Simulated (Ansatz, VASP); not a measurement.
# PbF2 in VASP and in Ansatz

The input INCAR:

```
SYSTEM = PbF2
  ALGO = Normal
  EDIFF = 1E-7
  ENCUT = 520
  GGA = PE
  ISIF = 2
  ISMEAR = 0
  LASPH = .TRUE.
  LCHARG = .FALSE.
  LREAL = .FALSE.
  LWAVE = .FALSE.
  NBANDS = 21
  NELM = 60
  PREC = Accurate
  SIGMA = 0.05
```

File KPOINTS:

```
k-points
0
G
  8 8 8
  0 0 0
```

File POSCAR:

```
PbF2
1.0
    0.0000000000      3.0032608125      3.0032608125
    2.9698500000      0.0334108125      2.9698500000
    2.9698500000      2.9698500000      0.0334108125
Pb F
1 2
Direct
    0.0000000000      0.0000000000      0.0000000000
    0.2500000000      0.2500000000      0.2500000000
    0.7500000000      0.7500000000      0.7500000000
```

Input for Ansatz:

```yaml
crystal:
  lattice:
    - [0.0, 3.0032608125, 3.0032608125]
    - [2.96985, 0.0334108125, 2.96985]
    - [2.96985, 2.96985, 0.0334108125]
  atoms:
    - { symbol: Pb, position: [0.0, 0.0, 0.0] }
    - { symbol: F, position: [0.25, 0.25, 0.25] }
    - { symbol: F, position: [0.75, 0.75, 0.75] }
basis:
  ecutwfc: 420
kpoints:
  mp_grid: { grid: [8, 8, 8] }
hamiltonian:
  xc: pbe
scf:
  occupations: { method: gaussian, width: 0.05 }
output:
  forces: true
  stress: true
  eigenvalues: true
```

Change from the starting cell: strain +0.0225 x Voigt [0, 0, 0, 1, 0, 0], atoms carried along.

Alike in both runs: task single point; functional PBE; k mesh 8 × 8 × 8; occupations gaussian, width 0.05 eV; no spin polarisation.

|  | VASP | Ansatz |
| --- | --- | --- |
| version | VASP 6.6.1 | Ansatz 0.2.0 |
| potentials or method | VASP PAW PBE potentials, release 64 (Pb_d, F) | scalar-relativistic, plane waves, PAW |
| plane-wave cutoff (eV) | 520 | 420 |
| valence electrons in the cell | 28 | 28 |

|  | VASP | Ansatz | Ansatz less VASP |
| --- | --- | --- | --- |
| gap on the k mesh at the Fermi level (eV) | 4.41 | 4.42 | +0.003 |
| least direct gap on the mesh (eV) | 4.56 | 4.56 | +0.002 |
| pressure (GPa) | 2.0 | 2.2 | +0.20 |
| largest component of the traceless stress (GPa) | 0.74 | 0.73 | -0.010 |
| rms of the force components (eV/Å) | 0.030 | 0.030 | -0.0005 |

Atom by atom the forces differ by 0.001 eV/Å (rms over components). With one functional, cell and mesh, what is left measures potentials, basis and numerics.

Caveats: spin-orbit coupling is left out, which as a rule narrows the gap of such compounds by several tenths of an eV. A k mesh can miss the band edges.
